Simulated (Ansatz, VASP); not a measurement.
# In2O3 (In2O3 (R-3c)): VASP beside Ansatz

Aim: how closely do two programs agree when they are given the same cell, functional and k mesh? Of the first pair: The cell is taken from a series of runs on this material, whose earlier steps may have relaxed, scaled, displaced or heated it; both programs get it as it stands.

Main program and level: Ansatz 0.2.0; plane waves, with VASP 6.6.1 beside it; single point at r2SCAN.

## Step 1: Starting point

The structure is trigonal, space group R-3c (No. 167). Conventional cell: a = 5.509 Å, b = 5.509 Å, c = 14.563 Å, α = 90.00°, β = 90.00°, γ = 120.00°. Nearest to In lie 6 O at 2.13 to 2.26 Å. O has 4 In at 2.13 to 2.26 Å nearest. Farther neighbours and most contacts between anions are not listed.

## Step 2: VASP: single point, r2SCAN, pair 1

A single point gives forces, pressure and levels at one fixed geometry, so differences don't come from the geometry; what else differs is listed under the comparison.

Lines of VASP's logs that name or quote its potential files are left out, and so is its time.

Input file INCAR:

```
SYSTEM = In2O3
PREC = Accurate
ENCUT = 580
EDIFF = 1E-06
NELM = 120
ISMEAR = -1
SIGMA = 0.01
LREAL = .FALSE.
ALGO = Normal
METAGGA = R2SCAN
LASPH = .TRUE.
NBANDS = 54
LORBIT = 11
LWAVE = .FALSE.
LCHARG = .FALSE.
ISIF = 2
GGA_COMPAT = .FALSE.
EFERMI = MIDGAP
LMIXTAU = .TRUE.
KPAR = 8
```

Input file POSCAR:

```
In2O3
1.0
    2.7543478206      1.5902234723      4.8544962128
   -2.7543478206      1.5902234723      4.8544962128
    0.0000000000     -3.1804468947      4.8544962291
In O
4 6
Direct
    0.6429300000      0.6429300000      0.6429300000
    0.8570700000      0.8570700000      0.8570700000
    0.3570700000      0.3570700000      0.3570700000
    0.1429300000      0.1429300000      0.1429300000
    0.0465900000      0.7500000000      0.4534100000
    0.7500000000      0.4534100000      0.0465900000
    0.4534100000      0.0465900000      0.7500000000
    0.9534100000      0.2500000000      0.5465900000
    0.5465900000      0.9534100000      0.2500000000
    0.2500000000      0.5465900000      0.9534100000
```

Input file KPOINTS:

```
Automatic mesh
0
Gamma
6 6 6
0 0 0
```

Potentials, in the order of the species: In_d and O (PBE family, release 64).

On the command line:

```
mpirun -np 8 vasp_std
```

Numbers of over 12 decimals in the logs are rounded to 6 here.

What it wrote:

```text
[banner, memory and clock lines left out]
running    8 mpi-ranks, on    1 nodes
 distrk:  each k-point on    1 cores,    8 groups
 distr:  one band on    1 cores,    1 groups

 POSCAR found type information on POSCAR InO
 POSCAR found :  2 types and      10 ions
|                                                                             |
|           W    W    AA    RRRRR   N    N  II  N    N   GGGG   !!!           |
|           W    W   A  A   R    R  NN   N  II  NN   N  G    G  !!!           |
|           W    W  A    A  R    R  N N  N  II  N N  N  G       !!!           |
|           W WW W  AAAAAA  RRRRR   N  N N  II  N  N N  G  GGG   !            |
|           WW  WW  A    A  R   R   N   NN  II  N   NN  G    G                |
|           W    W  A    A  R    R  N    N  II  N    N   GGGG   !!!           |
|                                                                             |
|     For optimal performance we recommend to set                             |
|       NCORE = 2 up to number-of-cores-per-socket                            |
|     NCORE specifies how many cores store one orbital (NPAR=cpu/NCORE).      |
|     This setting can greatly improve the performance of VASP for DFT.       |
|     The default, NCORE=1 might be grossly inefficient on modern             |
|     multi-core architectures or massively parallel machines. Do your        |
|     Unfortunately you need to use the default for GW and RPA                |
|     calculations (for HF NCORE is supported but not extensively tested      |
|     yet).                                                                   |
|                                                                             |

|                                                                             |
|               ----> ADVICE to this user running VASP <----                  |
|                                                                             |
|     You enforced a specific xc type in the INCAR file but a different       |
|     [... a line on the potential file left out ...]
|     I HOPE YOU KNOW WHAT YOU ARE DOING!                                     |
|                                                                             |

 LDA part: xc-table for (None), standard interpolation
 POSCAR, INCAR and KPOINTS ok, starting setup
 FFT: planning ... GRIDC
 FFT: planning ... GRID_SOFT
 FFT: planning ... GRID
 WAVECAR not read
 entering main loop
       N       E                     dE             d eps       ncg     rms          rms(c)
DAV:   1     0.124827303445E+04    0.12483E+04   -0.45262E+04  3500   0.258E+03
DAV:   2     0.111384693436E+03   -0.11369E+04   -0.10898E+04  3576   0.700E+02
DAV:   3    -0.152323163733E+03   -0.26371E+03   -0.25520E+03  3788   0.293E+02
DAV:   4    -0.175520863178E+03   -0.23198E+02   -0.22990E+02  4728   0.915E+01
DAV:   5    -0.175994924090E+03   -0.47406E+00   -0.47295E+00  4552   0.141E+01    0.252E+01
DAV:   6    -0.148632003593E+03    0.27363E+02   -0.29603E+01  4868   0.785E+01    0.187E+01
DAV:   7    -0.142684995599E+03    0.59470E+01   -0.43414E+00  4168   0.131E+01    0.449E+00
DAV:   8    -0.143699487296E+03   -0.10145E+01   -0.18224E+00  4048   0.948E+00    0.391E+00
DAV:   9    -0.143646701482E+03    0.52786E-01   -0.10995E+00  3792   0.793E+00    0.638E-01
DAV:  10    -0.144429660660E+03   -0.78296E+00   -0.49058E-01  3560   0.486E+00    0.352E-01
DAV:  11    -0.144450251682E+03   -0.20591E-01   -0.42226E-02  4110   0.130E+00    0.334E-01
DAV:  12    -0.144383021089E+03    0.67231E-01   -0.77055E-02  3618   0.212E+00    0.174E-01
DAV:  13    -0.144475760050E+03   -0.92739E-01   -0.42936E-02  3592   0.152E+00    0.719E-02
DAV:  14    -0.144475174504E+03    0.58555E-03   -0.35299E-03  4124   0.421E-01    0.812E-02
DAV:  15    -0.144476756946E+03   -0.15824E-02   -0.97681E-04  4598   0.200E-01    0.484E-02
DAV:  16    -0.144477321457E+03   -0.56451E-03   -0.29190E-04  4196   0.110E-01    0.237E-02
DAV:  17    -0.144477295639E+03    0.25818E-04   -0.32763E-05  4052   0.356E-02    0.136E-02
DAV:  18    -0.144477344396E+03   -0.48757E-04   -0.33874E-05  3756   0.373E-02    0.964E-03
DAV:  19    -0.144477343707E+03    0.68922E-06   -0.17591E-06  2650   0.937E-03
   1 F= -.14447734E+03 E0= -.14447734E+03  d E =0.000000E+00
```

From OUTCAR (step 2):

```text
ion  position               nearest neighbor table
   1  0.643  0.643  0.643-   9 2.13   8 2.13  10 2.13   6 2.26   7 2.26   5 2.26   2 3.12   3 3.25
                             3 3.25   3 3.25   2 3.62   2 3.62   2 3.62   4 4.00   4 4.00   4 4.00
   2  0.857  0.857  0.857-   9 2.13  10 2.13   8 2.13   5 2.26   7 2.26   6 2.26   1 3.12   4 3.25
                             4 3.25   4 3.25   1 3.62   1 3.62   1 3.62   3 4.00   3 4.00   3 4.00
   3  0.357  0.357  0.357-   7 2.13   5 2.13   6 2.13  10 2.26   9 2.26   8 2.26   4 3.12   1 3.25
                             1 3.25   1 3.25   4 3.62   4 3.62   4 3.62   2 4.00   2 4.00   2 4.00
   4  0.143  0.143  0.143-   7 2.13   6 2.13   5 2.13   8 2.26   9 2.26  10 2.26   3 3.12   2 3.25
                             2 3.25   2 3.25   3 3.62   3 3.62   3 3.62   1 4.00   1 4.00   1 4.00
   5  0.047  0.750  0.453-   3 2.13   4 2.13   2 2.26   1 2.26
   6  0.750  0.453  0.047-   4 2.13   3 2.13   1 2.26   2 2.26
   7  0.453  0.047  0.750-   3 2.13   4 2.13   1 2.26   2 2.26
   8  0.953  0.250  0.547-   1 2.13   2 2.13   4 2.26   3 2.26
   9  0.547  0.953  0.250-   1 2.13   2 2.13   3 2.26   4 2.26
  10  0.250  0.547  0.953-   2 2.13   1 2.13   3 2.26   4 2.26

  LATTYP: Found a trigonal (rhomboedric) cell.
 ALAT       =     5.8035658081
 COS(alpha) =     0.5495176980

 Subroutine GETGRP returns: Found 12 space group operations
 (whereof  6 operations were pure point group operations)

The static configuration has the point symmetry S_6 .
 The point group associated with its full space group is D_3d.

 Found     32 irreducible k-points:

   k-points           NKPTS =     32   k-points in BZ     NKDIM =     32   number of bands    NBANDS=     54

   dimension x,y,z NGX =    48 NGY =   48 NGZ =   48
   dimension x,y,z NGXF=    96 NGYF=   96 NGZF=   96

   ENCUT  =  580.0 eV  42.63 Ry    6.53 a.u.  11.40 11.40 11.40*2*pi/ulx,y,z

   NELECT =      88.0000    total number of electrons

 k-points in reciprocal lattice and weights: Automatic mesh
   0.00000000  0.00000000  0.00000000       0.005
   0.16666667 -0.00000000  0.00000000       0.028
   0.33333333  0.00000000  0.00000000       0.028
   0.50000000 -0.00000000  0.00000000       0.014
   0.16666667  0.16666667  0.00000000       0.028
   0.33333333  0.16666667  0.00000000       0.056
   0.50000000  0.16666667  0.00000000       0.056
  -0.33333333  0.16666667  0.00000000       0.056
  -0.16666667  0.16666667  0.00000000       0.028
[...]
-0.33333333  0.50000000  0.33333333       0.028
   0.50000000  0.50000000  0.50000000       0.005

 average (electrostatic) potential at core
       1 -98.7831       2 -98.7831       3 -98.7831       4 -98.7831       5 -71.5508
       6 -71.5508       7 -71.5508       8 -71.5508       9 -71.5508      10 -71.5508

 E-fermi :   6.0124

 k-point     1 :       0.0000    0.0000    0.0000
  band No.  band energies     occupation
    ...
     40       4.7128      2.00000
     41       4.8492      2.00000
     42       4.8492      2.00000
     43       5.0746      2.00000
     44       5.0746      2.00000
     45       6.9173      0.00000
     46      11.2895      0.00000
     47      12.0687      0.00000
     48      13.0282      0.00000
     49      15.1192      0.00000
    ...

 k-point     2 :       0.1667   -0.0000    0.0000
  band No.  band energies     occupation
    ...
     40       4.6243      2.00000
     41       4.8451      2.00000
     42       4.9117      2.00000
     43       4.9192      2.00000
     44       5.0551      2.00000
     45       7.7442      0.00000
     46      11.5948      0.00000
     47      11.9220      0.00000
     48      12.7417      0.00000
     49      14.0820      0.00000
    ...

 k-point     3 :       0.3333    0.0000    0.0000
  band No.  band energies     occupation
    ...
     40       4.5004      2.00000
     41       4.5120      2.00000
     42       4.5796      2.00000
     43       4.9701      2.00000
     44       5.1075      2.00000
     45       9.1907      0.00000
     46      11.6749      0.00000
     47      11.7620      0.00000
     48      12.0302      0.00000
     49      13.6697      0.00000
    ...

  Total        0.6866562      0.6866562      0.5823376      0.0000000     -0.0000000      0.0000000
  in kB        8.6233814      8.6233814      7.3132941      0.0000000     -0.0000000      0.0000000
  external PRESSURE =       8.1866856 kB  Pullay stress =       0.0000000 kB

  energy-cutoff  :      580.00
  volume of cell :      127.58
      direct lattice vectors                 reciprocal lattice vectors
     2.754347821  1.590223472  4.854496213     0.181531176  0.104807074  0.068664866
    -2.754347821  1.590223472  4.854496213    -0.181531176  0.104807074  0.068664866
     0.000000000 -3.180446895  4.854496229     0.000000000 -0.209614147  0.068664867

 POSITION                                       TOTAL-FORCE (eV/Angst)
 -----------------------------------------------------------------------------------
      0.00000      0.00000      9.36330         0.000000     -0.000000     -0.017855
      0.00000      0.00000     12.48193         0.000000      0.000000      0.017855
      0.00000      0.00000      5.20018         0.000000      0.000000      0.017855
      0.00000      0.00000      2.08156         0.000000     -0.000000     -0.017855
     -1.93744     -0.17529      6.06812         0.002551      0.004418     -0.000000
      0.81691      1.76551      6.06812         0.002551     -0.004418      0.000000
      1.12052     -1.59022      6.06812        -0.005102      0.000000     -0.000000
      1.93744      0.17529      8.49537        -0.002551     -0.004418      0.000000
     -1.12052      1.59022      8.49537         0.005102      0.000000      0.000000
     -0.81691     -1.76551      8.49537        -0.002551      0.004418     -0.000000
 -----------------------------------------------------------------------------------
    total drift:                                0.000000     -0.000000     -0.000000

  FREE ENERGIE OF THE ION-ELECTRON SYSTEM (eV)
  ---------------------------------------------------
  free  energy   TOTEN  =      -144.4773437071 eV

  energy  without entropy=     -144.4773437071  energy(sigma->0) =     -144.47734371

 total charge
# of ion       s       p       d       tot
------------------------------------------
    1        0.627   0.660  10.070  11.357
    2        0.627   0.660  10.070  11.357
    3        0.627   0.660  10.070  11.357
    4        0.627   0.660  10.070  11.357
    5        1.562   3.480   0.000   5.042
    6        1.562   3.480   0.000   5.042
    7        1.562   3.480   0.000   5.042
    8        1.562   3.480   0.000   5.042
    9        1.562   3.480   0.000   5.042
   10        1.562   3.480   0.000   5.042
--------------------------------------------------
tot         11.881  23.515  40.281  75.678

[... 3 further parts left out ...]
```

The run ends at a pressure of 0.82 GPa, with forces up to 0.018 eV/Å.

## Step 3: Ansatz: single point, r2SCAN, pair 1

Ansatz runs on its PAW soft_1 files.

The same cell, functional, mesh and smearing now go to Ansatz.

Input file input.yaml:

```yaml
crystal:
  lattice:
    - [2.7543478206, 1.5902234723, 4.8544962128]
    - [-2.7543478206, 1.5902234723, 4.8544962128]
    - [0.0, -3.1804468947, 4.8544962291]
  atoms:
    - { symbol: In, position: [0.6429341869, 0.6429341869, 0.6429341869] }
    - { symbol: In, position: [0.8570658131, 0.8570658131, 0.8570658131] }
    - { symbol: In, position: [0.3570658131, 0.3570658131, 0.3570658131] }
    - { symbol: In, position: [0.1429341869, 0.1429341869, 0.1429341869] }
    - { symbol: O, position: [0.0465888658, 0.75, 0.4534111342] }
    - { symbol: O, position: [0.75, 0.4534111342, 0.0465888658] }
    - { symbol: O, position: [0.4534111342, 0.0465888658, 0.75] }
    - { symbol: O, position: [0.9534111342, 0.25, 0.5465888658] }
    - { symbol: O, position: [0.5465888658, 0.9534111342, 0.25] }
    - { symbol: O, position: [0.25, 0.5465888658, 0.9534111342] }
basis:
  ecutwfc: 500
  xc_grid: 2
hamiltonian:
  xc: r2scan
  pseudopotentials: { kind: paw, azcp: { folder: soft_1 } }
kpoints:
  mp_grid: { grid: [6, 6, 6] }
scf:
  occupations: { method: fermi_dirac, width: 0.01 }
  max_iter: 100
  lower_state_search: "off"
checkpoint:
  write: "../dense.run"
  compress: false
  write_wavefunctions: false
  write_every: 100000
```

On the command line:

```
ansatz run input.yaml --threads 32 --pin off --max-ram 131891MiB --backend cuda --events-out ev --progress --plain --runs-dir out
```

What it wrote:

```text
Engine: ansatz 0.2.0, aarch64-unknown-linux-gnu
Pseudopotentials: kind: paw
Pseudopotential: In, paw, valence charge 13, recommended cutoff 500 eV (meta_gga), soft_1/In.paw.azcp
Pseudopotential: O, paw, valence charge 6, recommended cutoff 500 eV (meta_gga), soft_1/O.paw.azcp
Functional definition: r2SCAN
  parameter k0 = 0.174
  parameter k1 = 0.065
  parameter a1 = 4.9479
  exchange = r2scan_x(k0 = k0, k1 = k1, a1 = a1)
  correlation = r2scan_c
device memory: the entry about to start is reckoned to put 4.0 GiB on a device that reports 182.5 GiB free
GPU FFT provider: cuFFT
GPU libraries: cuBLAS 13.8.1, cuFFT 12.4.0, cuSOLVER 12.3.2
GPU matrix products: emulated (plane waves: as basis.precision tells), large ones in fixed point in workspaces of 1.00 GiB
Crystal: 10 atoms, lattice volume = 127.577 Å³
Basis set: ecut = 500 eV, 3227 PW (Γ), exchange–correlation on 90×90×90 points (8 copies of the dense FFT grid, shifted against one another)
Bands: 54, of which v1, the nominal top of the filled ones, is band 44 counted from 1 (43 counted from 0)
Symmetry: 12 space group operations
Space group: R-3c (ITA 167), of the structure as read, at distance tolerance 5.0e-5 Å
k-points: 32 of 216
Non-local potential: In, projectors of the file, l = 0: 2, l = 1: 2, l = 2: 2, l = 3: 1
Non-local potential: O, projectors of the file, l = 0: 2, l = 1: 2, l = 2: 1
PAW form: soft (Blöchl's): semilocal exchange-correlation on the pseudo side does not see the compensation charge
PAW frozen core: In, regenerated for the run's functional (the file was generated under x = pbe(κ = 0.804, μ = 0.219515), c = pbe(β = 0.066725))
PAW frozen core: O, regenerated for the run's functional (the file was generated under x = pbe(κ = 0.804, μ = 0.219515), c = pbe(β = 0.066725))
PAW one-centre angular grid: In, 590 points (default); XC on 160 Gauss nodes
PAW one-centre angular grid: O, 302 points (default); XC on 160 Gauss nodes
Initial density: superposition of atomic densities (chi_scale 0.1, normalization cell, long waves kept (reshape's long-wave potential 0.00 eV rms))
Initial wavefunctions: pseudopotential atomic-orbital guess
GPU buffer pool allocated for 91125 grid points (all kernels)
GPU transforms: local potential and band sums: pruned to the plane-wave sphere, on 45×45×45
Functional: x = r2scan, c = r2scan; τ floored in thin density (d = 2e-4 eV/Å³)
SCF iter   1: F=-25860.617813 eV  HF=-25862.320233 eV  |Δ(HF+E_count)|=         —  Δρ=7.34e-2  dr2=4.99e0  dr2_τ=4.62e-1  Hψ=6871
preconditioner: auto → Resta (q_TF=auto, 2.565 Å⁻¹)  ε∞=4.0  [insulator: Δε(μ)=1.841 eV  Ē_g=17.822 eV  σ=0.010 eV  W_gap=1.00  n_scr=32 (ndim 8)  ℏωp=30.8 eV  f_vac=0.000  D(μ)=0.00/eV (n_scr^D=0)  ε∞_Penn≈4.0]
SCF iter   2: F=-25861.529417 eV  HF=-25861.752982 eV  |Δ(HF+E_count)|=   5.67e-1  Δρ=3.83e-2  dr2=1.23e0  dr2_τ=6.05e-2  Hψ=3680
SCF iter   3: F=-25861.657703 eV  HF=-25861.694734 eV  |Δ(HF+E_count)|=   5.82e-2  Δρ=7.55e-3  dr2=9.14e-2  dr2_τ=8.14e-3  Hψ=3101
automatic band count: iteration 3 solves 51 bands in place of 54: the levels show a gap, and the empty bands left out lie too high to hold charge; the band table lists the bands solved (type scf.n_extra_bands for more)
SCF iter   4: F=-25861.687050 eV  HF=-25861.688437 eV  |Δ(HF+E_count)|=   6.30e-3  Δρ=3.33e-3  dr2=9.11e-3  dr2_τ=1.33e-3  Hψ=3208
SCF iter   5: F=-25861.689675 eV  HF=-25861.689530 eV  |Δ(HF+E_count)|=   1.09e-3  Δρ=8.18e-4  dr2=8.08e-4  dr2_τ=2.95e-5  Hψ=2364
SCF iter   6: F=-25861.689405 eV  HF=-25861.689408 eV  |Δ(HF+E_count)|=   1.22e-4  Δρ=1.40e-4  dr2=2.71e-5  dr2_τ=1.80e-6  Hψ=3092
SCF iter   7: F=-25861.689766 eV  HF=-25861.689766 eV  |Δ(HF+E_count)|=   3.58e-4  Δρ=2.92e-5  dr2=1.15e-6  dr2_τ=4.63e-8  Hψ=3016
SCF iter   8: F=-25861.689766 eV  HF=-25861.689766 eV  |Δ(HF+E_count)|=   1.68e-7  Δρ=4.09e-6  dr2=2.19e-8  dr2_τ=1.30e-9  Hψ=3909
SCF 1 converged in 8 iterations: F = -25861.689766 eV  dr2 = 2.19e-8
  greatest PAW one-centre occupation: 0.990 electrons in one spin orbital (limit 2), on the In atom at site 0 (counted from 0), in its partial waves of l = 2
SCF converged after 8 iterations
Free energy (F): -25861.689766 eV
Harris-Foulkes:  -25861.689766 eV  (|F-HF|=6.88e-10)
Internal energy: -25861.689766 eV  (E = F + TS)
E sigma→0 (E₀):  -25861.689766 eV
Fermi energy:    9.390269 eV
--- Per-component energies (eV) ---
  E_band       = -27.803417
  E_kinetic    = 1900.672258
  E_local      = -5646.362020  (includes V_loc(G=0)·N_el)
  E_nonlocal   = 1632.669454
  E_hartree    = 2225.156561
  E_xc         = -945.361138
  E_vxc        = -980.954743  (∫ρ·V_xc dr)
  E_paw        = -17952.240640  (= ΣΔE_a)
  E_vpaw       = -1447.371073  (= ΣTr[D̂ρ^β])
  E_aug_tail   = 0.001196  (compensation charges beyond the density's cutoff)
  E_vtau       = 63.234090  (kinetic-family band-sum trace: ∫τ·v_τ [+ j·A + Jᵃ·Aᵃ] dr)
  E_ewald      = -7079.895988
  E_core_change = 3.670552  (= ΣΔE_core)
  E_smearing   = -0.000000  (= −TS)
  E_closure    = -0.000000  (closes the sum)
  Σ components = -25861.689766   (vs F -25861.689766, Δ=0.00e0)
```

In the SCF lines HF is the Harris–Foulkes energy and dr2 the Hartree energy of the density residual, in eV; the loop may stop once dr2 is under the threshold and the program's other checks hold. Hψ counts applications of the Hamiltonian.

## Step 4: Side by side

Known differences besides the potentials themselves: VASP keeps PBE cores, Ansatz makes them for the functional; the cutoff is 500 eV in Ansatz and 580 eV in VASP. Total energies have different zeros and are not compared.

The two programs side by side:

```
              quantity  Ansatz   VASP  difference
gap on the k mesh (eV)   1.803  1.810      -0.007
```

A gap on the mesh is an upper bound, since the band edges may lie between its points.

[end of part 1 of 3]

[Lines on the potential files, build, host, timing and source positions are cut from VASP's logs without a mark.]

[Logs are printed without paths, hosts, clocks, repeated set-up lines and the standing remarks that a program may print on its own settings, such as how far it seeks lower states.]

[Hosts, paths, dates, database ids (printed as entryN), source tags and the programs' standing remarks are cut or masked in the printed files.]
